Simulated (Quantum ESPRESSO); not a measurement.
# SrO in Quantum ESPRESSO: the effect of functional

Crystal: SrO.

```
Sr O
1.0
     0.00000    2.56630    2.56630
     2.56630    0.00000    2.56630
     2.56630    2.56630    0.00000
Sr O
1 1
Direct
  0.50000 0.50000 0.50000
  0.00000 0.00000 0.00000
```

Alike in all runs:

| Quantity | Value |
| --- | --- |
| Program | Quantum ESPRESSO 7.5 |
| Task | phonon dispersion |
| Cutoff | 612 eV |
| Density cutoff | 4898 eV |
| k mesh | 4 × 4 × 4, shifted |
| Occupations | fermi-dirac, width 0.05 eV |
| Spin | no spin polarisation |

Each run relaxes the cell or the atoms first.

```tsv
functional	potentials or basis	relaxed volume (Å³/atom)	dielectric constant (mean)	highest phonon frequency (cm⁻¹)
LDA	GBRV 1.5 LDA	?	?	?
PBE	GBRV 1.5 PBE	17.53	3.75	448
PBEsol	GBRV 1.5 PBEsol	16.80	3.83	461
```

**Question.** What does the run with functional LDA give?

**Answer.** Relaxed volume 16.25 Å³/atom; dielectric constant 3.84 mean; highest phonon frequency 475 cm⁻¹.
